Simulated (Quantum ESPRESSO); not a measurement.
# Ta (P-1) in Quantum ESPRESSO: reference runs

Reference runs on Ta: the cell as given.

All numbers are computed with Quantum ESPRESSO 7.5; they aren't measurements. Logs are shortened: lines on timing, memory, paths and dates and some standing lists are left out, and cuts for length are marked.

## 1. Starting point

The typed cell holds 1 atom: a = 2.878 Å, b = 2.876 Å, c = 2.867 Å, α = 107.90°, β = 109.43°, γ = 112.18°.

## 2. Single point, PBE

pw.in reads:

```
&CONTROL
  calculation = 'scf'
  prefix = 'pwscf'
  outdir = './tmp'
  pseudo_dir = './pseudo'
  tprnfor = .true.
  tstress = .true.
  disk_io = 'low'
/
&SYSTEM
  ibrav = 0
  nat = 1
  ntyp = 1
  ecutwfc = 55
  ecutrho = 440
  nbnd = 12
  occupations = 'smearing'
  smearing = 'fd'
  degauss = 0.00367493
/
&ELECTRONS
  conv_thr = 2d-10
  electron_maxstep = 120
  mixing_beta = 0.5
/
ATOMIC_SPECIES
Ta   180.9479 Ta_pbe_v1.uspp.F.UPF
CELL_PARAMETERS angstrom
  -1.7138403400    1.6638007000    1.6059510000
   1.6932035700   -1.6823021200    1.6038156500
   1.6862236500    1.6546854300   -1.6244524300
ATOMIC_POSITIONS crystal
Ta     0.0000000000    0.0000000000    0.0000000000
K_POINTS automatic
11 11 11 0 0 0
```

pp_density.in reads:

```
&INPUTPP
  prefix = 'pwscf'
  outdir = './tmp'
  filplot = 'density.dat'
  plot_num = 0
/
&PLOT
  nfile = 1
  filepp(1) = 'density.dat'
  iflag = 3
  output_format = 6
  fileout = 'density.cube'
/
```

pp_potential.in reads:

```
&INPUTPP
  prefix = 'pwscf'
  outdir = './tmp'
  filplot = 'potential.dat'
  plot_num = 11
/
&PLOT
  nfile = 1
  filepp(1) = 'potential.dat'
  iflag = 3
  output_format = 6
  fileout = 'potential.cube'
/
```

Potentials or basis: SSSP 1.3 efficiency PBE.

Started as:

```console
OMP_NUM_THREADS=1 pw.x -in pw.in > pw.out
OMP_NUM_THREADS=1 pp.x -in pp_density.in > pp_density.out
OMP_NUM_THREADS=1 pp.x -in pp_potential.in > pp_potential.out
```

pw.out:

```text
This program is part of the open-source Quantum ESPRESSO suite
     for quantum simulation of materials; please cite
         "P. Giannozzi et al., J. Phys.:Condens. Matter 21 395502 (2009);
         "P. Giannozzi et al., J. Phys.:Condens. Matter 29 465901 (2017);
         "P. Giannozzi et al., J. Chem. Phys. 152 154105 (2020);
     in publications or presentations arising from this work. More details at

     Message from routine setup:
     using ibrav=0 with symmetry is DISCOURAGED, use correct ibrav instead

     G-vector sticks info
     --------------------
     sticks:   dense  smooth     PW     G-vecs:    dense   smooth      PW
     Sum         959     475    173                18899     6683    1503

     Using Slab Decomposition

     bravais-lattice index     =            0
     lattice parameter (alat)  =       5.4392  a.u.
     unit-cell volume          =     121.4402 (a.u.)^3
     number of atoms/cell      =            1
     number of atomic types    =            1
     number of electrons       =        13.00
     number of Kohn-Sham states=           12
     kinetic-energy cutoff     =      55.0000  Ry
     charge density cutoff     =     440.0000  Ry
     scf convergence threshold =      2.0E-10
     mixing beta               =       0.5000
     number of iterations used =            8  plain     mixing
     Exchange-correlation= SLA  PW   PBE  PBE
                           (   1   4   3   4   0   0   0)

     celldm(1)=   5.439182  celldm(2)=   0.000000  celldm(3)=   0.000000
     celldm(4)=   0.000000  celldm(5)=   0.000000  celldm(6)=   0.000000

     crystal axes: (cart. coord. in units of alat)
               a(1) = (  -0.595437   0.578052   0.557953 )
               a(2) = (   0.588267  -0.584479   0.557211 )
               a(3) = (   0.585842   0.574885  -0.564381 )

     reciprocal axes: (cart. coord. in units 2 pi/alat)
               b(1) = (  0.012637  0.872484  0.901839 )
               b(2) = (  0.857319  0.012165  0.902311 )
               b(3) = (  0.858921  0.874558  0.010563 )

     PseudoPot. # 1 for Ta read from file:
     Ta_pbe_v1.uspp.F.UPF
     Pseudo is Ultrasoft + core correction, Zval = 13.0
     Generated by new atomic code, or converted to UPF format
     Using radial grid of  921 points,  7 beta functions with:
                l(1) =   0
                l(2) =   0
                l(3) =   1
                l(4) =   1
                l(5) =   2
                l(6) =   2
                l(7) =   3
     Q(r) pseudized with  6 coefficients,  rinner =    1.300   1.300   1.300
                                                       1.300   1.300   1.300
                                                       1.300

     atomic species   valence    mass     pseudopotential
     Ta               13.00   180.94790     Ta( 1.00)

      2 Sym. Ops., with inversion, found

   Cartesian axes

     site n.     atom                  positions (alat units)
         1        Ta     tau(   1) = (   0.0000000   0.0000000   0.0000000  )

     number of k points=   666  Fermi-Dirac smearing, width (Ry)=  0.0037

     Number of k-points >= 100: set verbosity='high' to print them.

     Dense  grid:    18899 G-vectors     FFT dimensions: (  40,  40,  40)

     Smooth grid:     6683 G-vectors     FFT dimensions: (  25,  25,  25)

     Initial potential from superposition of free atoms

     starting charge      12.9989, renormalised to      13.0000

     negative rho (up, down):  9.485E-02 0.000E+00
     Starting wfcs are   13 randomized atomic wfcs

     Self-consistent Calculation

     iteration #  1     ecut=    55.00 Ry     beta= 0.50
     Davidson diagonalization with overlap
     ethr =  1.00E-02,  avg # of iterations =  4.1

     Threshold (ethr) on eigenvalues was too large:
     Diagonalizing with lowered threshold

     Davidson diagonalization with overlap
     ethr =  1.74E-04,  avg # of iterations =  1.7

     negative rho (up, down):  9.733E-02 0.000E+00

     total energy              =    -141.87988887 Ry
     estimated scf accuracy    <       0.02355253 Ry

     iteration #  2     ecut=    55.00 Ry     beta= 0.50
     Davidson diagonalization with overlap
     ethr =  1.81E-04,  avg # of iterations =  1.9

     negative rho (up, down):  9.925E-02 0.000E+00

     total energy              =    -141.88180942 Ry
     estimated scf accuracy    <       0.00175497 Ry

     iteration #  3     ecut=    55.00 Ry     beta= 0.50
     Davidson diagonalization with overlap
     ethr =  1.35E-05,  avg # of iterations =  2.3

     negative rho (up, down):  1.004E-01 0.000E+00

     total energy              =    -141.88199900 Ry
     estimated scf accuracy    <       0.00013085 Ry

     iteration #  4     ecut=    55.00 Ry     beta= 0.50
     Davidson diagonalization with overlap
     ethr =  1.01E-06,  avg # of iterations =  1.8

     negative rho (up, down):  1.003E-01 0.000E+00

     total energy              =    -141.88200307 Ry
     estimated scf accuracy    <       0.00000154 Ry

     iteration #  5     ecut=    55.00 Ry     beta= 0.50
     Davidson diagonalization with overlap
     ethr =  1.19E-08,  avg # of iterations =  2.0

     negative rho (up, down):  1.003E-01 0.000E+00

     total energy              =    -141.88200324 Ry
     estimated scf accuracy    <       0.00000010 Ry

     iteration #  6     ecut=    55.00 Ry     beta= 0.50
     Davidson diagonalization with overlap
     ethr =  7.52E-10,  avg # of iterations =  2.0

     negative rho (up, down):  1.003E-01 0.000E+00

     total energy              =    -141.88200326 Ry
     estimated scf accuracy    <          2.0E-09 Ry

     iteration #  7     ecut=    55.00 Ry     beta= 0.50
     Davidson diagonalization with overlap
     ethr =  1.52E-11,  avg # of iterations =  1.0

     negative rho (up, down):  1.003E-01 0.000E+00

     total energy              =    -141.88200326 Ry
     estimated scf accuracy    <          2.4E-10 Ry

     iteration #  8     ecut=    55.00 Ry     beta= 0.50
     Davidson diagonalization with overlap
     ethr =  1.84E-12,  avg # of iterations =  1.0

     negative rho (up, down):  1.003E-01 0.000E+00

     End of self-consistent calculation

     Number of k-points >= 100: set verbosity='high' to print the bands.

     the Fermi energy is    18.6418 ev

!    total energy              =    -141.88200326 Ry
     estimated scf accuracy    <          9.4E-12 Ry
     smearing contrib. (-TS)   =      -0.00073817 Ry
     internal energy E=F+TS    =    -141.88126509 Ry

     The total energy is F=E-TS. E is the sum of the following terms:
     one-electron contribution =     -15.18188432 Ry
     hartree contribution      =      14.13881835 Ry
     xc contribution           =     -42.27347869 Ry
     ewald contribution        =     -98.56472043 Ry

     convergence has been achieved in   8 iterations

     negative rho (up, down):  1.003E-01 0.000E+00

     Forces acting on atoms (cartesian axes, Ry/au):

     atom    1 type  1   force =     0.00000000    0.00000000    0.00000000

     Total force =     0.000000     Total SCF correction =     0.000000

     Computing stress (Cartesian axis) and pressure

     negative rho (up, down):  1.003E-01 0.000E+00
          total   stress  (Ry/bohr**3)                   (kbar)     P=       29.21
   0.00003363   0.00009855   0.00007375            4.95       14.50       10.85
   0.00009855   0.00016558   0.00005848           14.50       24.36        8.60
   0.00007375   0.00005848   0.00039655           10.85        8.60       58.33

=------------------------------------------------------------------------------=
   JOB DONE.
=------------------------------------------------------------------------------=
```

pp_potential.out:

```text
This program is part of the open-source Quantum ESPRESSO suite
     for quantum simulation of materials; please cite
         "P. Giannozzi et al., J. Phys.:Condens. Matter 21 395502 (2009);
         "P. Giannozzi et al., J. Phys.:Condens. Matter 29 465901 (2017);
         "P. Giannozzi et al., J. Chem. Phys. 152 154105 (2020);
     in publications or presentations arising from this work. More details at

     IMPORTANT: XC functional enforced from input :
     Exchange-correlation= PBE
                           (   1   4   3   4   0   0   0)
     Any further DFT definition will be discarded
     Please, verify this is what you really want

     G-vector sticks info
     --------------------
     sticks:   dense  smooth     PW     G-vecs:    dense   smooth      PW
     Sum         959     475    173                18899     6683    1503

     Using Slab Decomposition

     negative rho (up, down):  1.003E-01 0.000E+00

     Calling punch_plot, plot_num =  11
     Writing data to file  potential.dat
     Reading data from file  potential.dat

     Writing data to be plotted to file potential.cube
     Plot Type: 3D                     Output format: Gaussian cube

=------------------------------------------------------------------------------=
   JOB DONE.
=------------------------------------------------------------------------------=
```

Run time: 40 s. Hardware: 1 thread of Intel Xeon Gold 6455B (Sapphire Rapids), shared host; peak memory 0.26 GiB.

Results:

```yaml
Free_energy: -1930.4030 eV
Pressure: 2.9 GPa
Band_gap_on_the_k_mesh: none (metal or under the smearing width)
```

Stress tensor (GPa, compression positive):
```
0.49 1.45 1.08
1.45 2.44 0.86
1.08 0.86 5.83
```

Levels at points of the mesh, in eV from the Fermi level:
```
           k point  band 3  band 4  band 5  band 6  band 7  band 8  band 9  band 10  band 11  band 12
(0.00, 0.00, 0.00)  -33.07  -33.01   -7.92    0.35    0.81    1.12    3.62     4.41    14.14    14.57
```

The run has no spin-orbit coupling, so splittings on Ta are missing.
